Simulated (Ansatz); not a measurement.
System: skutterudite CoSb3. Method: PBEsol (Ansatz, a first-principles code, plane waves, PAW).

Run with plane-wave cutoff 520 eV, 6×6×6 k mesh, Fermi–Dirac smearing 0.01 eV, no spin polarisation, scalar-relativistic PAW data made under PBE.

Computed points:

| V (Å³/atom) | E − E_lowest (meV/atom) | P (GPa) |
|---|---|---|
| 21.759 | 11.86 | 4.36 |
| 22.212 | 2.85 | 2.05 |
| 22.665 | 0.00 | 0.00 |
| 23.119 | 2.64 | -1.83 |
| 23.572 | 10.16 | -3.46 |

Q: Fit the third-order Birch–Murnaghan equation and give B0 and B′.

A: V0 = 22.665 Å³/atom, B0 = 96.8 GPa, B′ = 4.8 (fit to the energies at full precision).

Shape and atoms are relaxed at each volume.

Measured, for comparison: bulk modulus 95 ± 5 GPa (room temperature, not corrected to a static lattice, our sources range from 85.0 to 95.0; as tabulated in Alexeev et al. (2016), arXiv:1601.07731); equilibrium volume per atom 23.06 Å³/atom (room temperature, not corrected to a static lattice; as tabulated in Alexeev et al. (2016), arXiv:1601.07731). Computed (rounded) less measured: bulk modulus +2 % (+2 % to +14 % over the range), equilibrium volume per atom -1.7 %. A static lattice is as a rule a little smaller and stiffer than an uncorrected measurement, which can account for part of this.

Note: the bulk modulus comes from volumes at which shape and atoms were relaxed.

Spin–orbit coupling is not included.
